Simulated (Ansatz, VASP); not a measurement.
# BaTe in VASP and in Ansatz

```xyz
2
Lattice="0.0767 3.4100 3.4100 3.4867 0.0000 3.4867 3.4100 3.4100 0.0767" Properties=species:S:1:pos:R:3 pbc="T T T"
Ba    0.0000    0.0000    0.0000
Te    3.4867    3.4100    3.4867
```

Change from the starting cell: strain +0.0450 x Voigt [0, 0, 0, 0, 1, 0], atoms carried along.

Alike in both runs: task single point; functional r2SCAN; k mesh 8 × 8 × 8; occupations gaussian, width 0.05 eV; no spin polarisation.

```csv
,VASP,Ansatz
version,VASP 6.6.1,Ansatz 0.2.0
potentials or method,"VASP PAW PBE potentials, release 64 (Ba_sv, Te)","scalar-relativistic, plane waves, PAW"
plane-wave cutoff (eV),520,500
valence electrons in the cell,16,26
```

VASP gave:

```
gap on the k mesh at the Fermi level (eV)       : 1.60
least direct gap on the mesh (eV)               : 1.96
pressure (GPa)                                  : 4.5
largest component of the traceless stress (GPa) : 0.47
```

Q: Which values does Ansatz return?

A: gap on the k mesh at the Fermi level (eV): 1.69; least direct gap on the mesh (eV): 2.02; pressure (GPa): 4.0; largest component of the traceless stress (GPa): 0.48.

With one functional, cell and mesh, what is left measures potentials, basis and numerics. The two sets of potentials don't hold the same shells in valence.

Caveats: the PAW data sets were made with another functional, which shifts forces and pressure a little (VASP); spin-orbit coupling is left out, which moves the levels of the heavy elements. A k mesh can miss the band edges.
